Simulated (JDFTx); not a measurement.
The system is LiCl.

```
Cl Li
1.0
     0.00000    2.56477    2.56477
     2.56477    0.00000    2.56477
     2.56477    2.56477    0.00000
Cl Li
1 1
Direct
  0.50000 0.50000 0.50000
  0.00000 0.00000 0.00000
```

Base run:

| Property | Result |
| --- | --- |
| Program | JDFTx 1.7.0 (patched build) |
| Functional | LDA |
| Potentials or basis | PseudoDojo-SR-LDA-0.4.1-standard with smoothed tails |
| Cutoff | 1007 eV |
| Density cutoff | 8055 eV |
| k mesh | 9 × 9 × 9 |
| Occupations | fermi-dirac, width 0.05 eV |
| Spin | no spin polarisation |

Its results: band gap on the k mesh 5.99 eV, direct; pressure -3.2 GPa.

Task: The run is repeated on the same cell with these changes: functional from LDA to PBEsol; potentials or basis from PseudoDojo-SR-LDA-0.4.1-standard with smoothed tails to PseudoDojo-SR-PBEsol-0.4.1-standard with smoothed tails. What comes out?

Result: Band gap on the k mesh 6.13 eV, direct; pressure -1.3 GPa.

Caveats: the empty levels aren't tightly converged; an odd mesh through Γ misses points on the zone boundary, where band edges often lie.

Not every run made on this cell is shown here.
